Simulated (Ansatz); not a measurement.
FeO (Wuestite):

```
CELL_PARAMETERS angstrom
0.00000 2.15540 2.15540
2.15540 0.00000 2.15540
2.15540 2.15540 0.00000
ATOMIC_POSITIONS crystal
Fe 0.00000 0.00000 0.00000
O 0.50000 0.50000 0.50000
```

Below is the output of Ansatz 0.2.0 for this cell. Logs are shortened: lines on timing, memory, paths and dates and some standing lists are left out, and cuts for length are marked.

```text
Warning: RAYON_NUM_THREADS=2 ignored (pool sized by the plan → 2); use --threads N
Engine: ansatz 0.2.0, x86_64-unknown-linux-gnu
Pseudopotentials: kind: paw
Pseudopotential: Fe, paw, valence charge 16, recommended cutoff 420 eV (normal), Fe.paw.azcp
Pseudopotential: O, paw, valence charge 6, recommended cutoff 420 eV (normal), O.paw.azcp
Functional definition: PBE
  parameter kappa = 0.804
  parameter beta = 0.06672455060314922
  exchange = pbe_x(kappa = kappa, mu = beta*pi^2/3)
  correlation = pbe_c(beta = beta)
Crystal: 2 atoms, lattice volume = 20.027 Å³
Basis set: ecut = 420 eV, 387 PW (Γ), exchange–correlation on 48×48×48 points (8 copies of the dense FFT grid, shifted against one another)
Bands: 17, of which v1, the nominal top of the filled ones, is band 11 counted from 1 (10 counted from 0)
Symmetry: 48 space group operations
Space group: Fm-3m (ITA 225), of the structure as read, at distance tolerance 2.7e-5 Å
Magnetic group: BNS 225.116 (UNI 1618), of the structure as read, at distance tolerance 2.7e-5 Å
k-points: 56 of 1331
Non-local potential: Fe, projectors of the file, l = 0: 3, l = 1: 2, l = 2: 3, l = 3: 1
Non-local potential: O, projectors of the file, l = 0: 2, l = 1: 2, l = 2: 1
[... 17 lines left out ...]
SCF iter   8: F=—  HF=-5047.116336 eV  |F-HF|=—  |Δ(HF+E_count)|=   1.14e-4  Δρ=8.67e-4 (↑8.67e-4 ↓5.46e-4)  dr2=2.13e-4  dr2_m=7.52e-6  M=4.001 μB ∫|m|=4.013 μB  β_m=0.57  ethr=1.12e-6  ⟨swp⟩=2.0  Hψ=3628  notcnv=0  defer=178
SCF iter   9: F=—  HF=-5047.116280 eV  |F-HF|=—  |Δ(HF+E_count)|=   5.59e-5  Δρ=2.01e-4 (↑2.01e-4 ↓7.32e-5)  dr2=3.87e-6  dr2_m=2.16e-6  M=4.001 μB ∫|m|=4.013 μB  β_m=0.59  ethr=9.68e-7  ⟨swp⟩=2.0  Hψ=2865  notcnv=0  defer=178
SCF iter  10: F=—  HF=-5047.116289 eV  |F-HF|=—  |Δ(HF+E_count)|=   8.93e-6  Δρ=5.47e-5 (↑5.47e-5 ↓2.12e-5)  dr2=2.15e-7  dr2_m=2.32e-7  M=4.001 μB ∫|m|=4.013 μB  β_m=0.80  ethr=1.76e-8  ⟨swp⟩=2.0  Hψ=3030  notcnv=0  defer=178
SCF iter  11: F=—  HF=-5047.116289 eV  |F-HF|=—  |Δ(HF+E_count)|=   8.48e-8  Δρ=5.69e-6 (↑5.69e-6 ↓1.24e-6)  dr2=2.67e-9  dr2_m=1.84e-9  M=4.001 μB ∫|m|=4.013 μB  β_m=0.88  ethr=9.76e-10  ⟨swp⟩=2.0  Hψ=3026  notcnv=0  defer=178
SCF iter  12: F=-5047.116289 eV  HF=-5047.116289 eV  |F-HF|=1.64e-11  |Δ(HF+E_count)|=  1.16e-10  Δρ=3.18e-7 (↑2.92e-7 ↓3.18e-7)  dr2=1.87e-12  dr2_m=1.62e-11  M=4.001 μB ∫|m|=4.013 μB  ethr=1.22e-11  ⟨swp⟩=4.1  Hψ=7231  notcnv=0
SCF 1 converged in 12 iterations: F = -5047.116289 eV  dr2 = 1.87e-12
  greatest PAW one-centre occupation: 1.005 electrons in one spin orbital (limit 2), on the Fe atom at site 0 (counted from 0), in its partial waves of l = 1
SCF converged after 12 iterations
Magnetization: 4.0010 μB (13.0005 up, 8.9995 down)
Absolute magnetization: 4.0135 μB (∫|ρ↑−ρ↓|, with the PAW one-centre terms)
Spin contamination: 0.0111 ħ² per cell (⟨S²⟩ above its minimum at these occupations)
Per-site moments (μB) at R_I (Å): [(3.4502674279888392, 0.8891025000000001), (0.32083191871366523, 0.8891025000000001)]
Free energy (F): -5047.116289 eV
Harris-Foulkes:  -5047.116289 eV  (|F-HF|=1.64e-11)
Internal energy: -5047.115642 eV  (E = F + TS)
E sigma→0 (E₀):  -5047.115965 eV
Entropy (-TS):   -0.000647 eV (-0.324 meV/atom)
Fermi energy:    14.630284 eV
--- Per-component energies (eV) ---
  E_band       = -266.826369
  E_kinetic    = 515.154489
  E_local      = -2598.899517  (includes V_loc(G=0)·N_el)
  E_nonlocal   = 279.415367
  E_hartree    = 1060.027685
  E_xc         = -187.934053
  E_vxc        = -241.003513  (∫ρ·V_xc dr)
  E_paw        = -1529.426407  (= ΣΔE_a)
  E_vpaw       = -341.551999  (= ΣTr[D̂ρ^β])
  E_aug_tail   = 0.003407  (compensation charges beyond the density's cutoff)
  E_ewald      = -2585.456612
  E_smearing   = -0.000647  (= −TS)
  E_closure    = -0.000000  (closes the sum)
  Σ components = -5047.116289   (vs F -5047.116289, Δ=0.00e0)
--- Forces (eV/Å), atoms counted from 1 ---
  atom   1  Fe    -0.00000000     0.00000000    -0.00000000
  atom   2  O      0.00000000    -0.00000000    -0.00000000
  max |Σ_I F_I| component: 1.11e-29 eV/Å
--- Stress (GPa, compression-positive) ---
       -0.274150      -0.000000      -0.000000
       -0.000000      -0.274150       0.000000
        0.000000      -0.000000      -0.274150
  P = ⅓ Tr σ = -0.2742 GPa (-2.742 kbar)
--- Band table (eV; the first three rows and the last of 112) ---
  k-point 0 ↑: bands = ["-75.2799", "-41.3118", "-41.3118", "-41.3118", "-6.1757", "10.7437", "10.7437", "10.7437", "10.7474", "10.7474", "10.7474", "10.9455", "10.9455", "14.6226", "29.8313", "31.5637", "31.5637"]
  k-point 1 ↑: bands = ["-75.2794", "-41.3160", "-41.3123", "-41.3123", "-6.0932", "9.8495", "9.9745", "9.9745", "10.8284", "10.8284", "11.1152", "11.7306", "11.7306", "15.2062", "28.5171", "31.3011", "31.3011"]
  k-point 2 ↑: bands = ["-75.2783", "-41.3273", "-41.3138", "-41.3138", "-5.8640", "8.6014", "9.2236", "9.2236", "10.9900", "10.9900", "11.3346", "12.5870", "12.5870", "16.3975", "26.5045", "30.2886", "30.2886"]
  k-point 55 ↓: bands = ["-71.1076", "-37.2817", "-37.2786", "-37.2610", "-4.3441", "8.3426", "8.4096", "9.1879", "14.4077", "14.7503", "15.3730", "15.7623", "16.4990", "23.3110", "24.2062", "24.2222", "27.6720"]
```

Write the input and the command behind it.

Single point with PBE, collinear spin, ferromagnetic start. The files as run (others can give the same):

input.yaml
```yaml
crystal:
  lattice:
    - [0.0, 2.1554, 2.1554]
    - [2.1554, 0.0, 2.1554]
    - [2.1554, 2.1554, 0.0]
  atoms:
    - { symbol: Fe, position: [0.0, 0.0, 0.0], spin: 3.0 }
    - { symbol: O, position: [0.5, 0.5, 0.5] }
hamiltonian:
  xc: pbe
  pseudopotentials: { kind: paw }
magnetization:
  spin_polarized: true
kpoints:
  mp_grid: { grid: [11, 11, 11] }
scf:
  occupations: { method: gaussian, width: 0.025 }
output:
  forces: true
  stress: true
  eigenvalues: true
```

Potentials or basis: Ansatz PAW.
Command:
```bash
$ ansatz run input.yaml --threads 2 --pin off --max-ram 5632MiB --backend cpu --events-out ev --progress --plain --runs-dir out
```

Caveat: the pressure holds a Pulay correction of +0.6 GPa for the finite cutoff; a cell with one magnetic atom can't hold antiferromagnetic order, which such compounds often take; semilocal functionals often make such compounds metallic where correlation or magnetic order opens a gap, which also shifts bond lengths.
